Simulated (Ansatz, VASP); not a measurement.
One calculation of Pb, two programs

```
Pb
1.0
     0.00000    2.45841    2.45841
     2.45841    0.00000    2.45841
     2.45841    2.45841    0.00000
Pb
1
Cartesian
  0.0000 0.0000 0.0000
```

Change from the starting cell: volume scaled by 0.98.

Alike in both runs: task single point; functional PBE; k mesh 9 × 9 × 9; occupations fermi-dirac, width 0.05 eV; no spin polarisation.

```csv
,VASP,Ansatz
version,VASP 6.6.1,Ansatz 0.2.0
potentials or method,"VASP PAW PBE potentials, release 64 (Pb_d), cutoff 520 eV","all-electron LAPW, scalar-relativistic"
```

|  | VASP | Ansatz | Ansatz less VASP |
| --- | --- | --- | --- |
| gap on the k mesh at the Fermi level (eV) | none | none | - |
| pressure (GPa) | 3.3 | 3.4 | +0.08 |

A gap of «none» marks a metal or a gap that the smearing closes. Ansatz ran all-electron here, so the differences hold the error of VASP's frozen core and of both bases.

Spin-orbit coupling is left out, which matters for the levels of Pb.
